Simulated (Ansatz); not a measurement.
## Zone-centre modes in ZnS

Computed with DFT PBE, scalar-relativistic, plane waves, PAW in Ansatz. The runs took a 420 eV cutoff, a Γ-centred 12×12×8 mesh and Gaussian smearing (0.05 eV). No spin polarisation.

The starting cell (relaxed at this level):

```
Zn S
1.0
     0.00000   -2.72156   -2.72156
    -2.72156    0.00000   -2.72156
     2.72156    2.72156   -5.44313
Zn S
2 2
Cartesian
  0.0000 0.0000 0.0000
  0.0000 0.0000 -5.4431
  1.3608 1.3608 -6.8039
  -1.3608 -1.3608 -6.8039
```

Harmonic modes by finite displacements of 0.02 Å, without the LO–TO term. The cell doubles the primitive one, so its zone centre also holds the primitive cell's point q = (0, 0, 1/2).

Question: At this geometry, is the structure stable against these modes?

Answer: Yes: no mode is imaginary beyond 10 cm⁻¹, and only the three translations lie near zero.

Question: List the wavenumbers in cm⁻¹.

Answer: 0, 0, 0, 71, 71, 189, 260, 260, 260, 274, 274, 320.

Cost: 1 run of about 9.2 core-minutes, on Arm Neoverse V2 (shared hosts).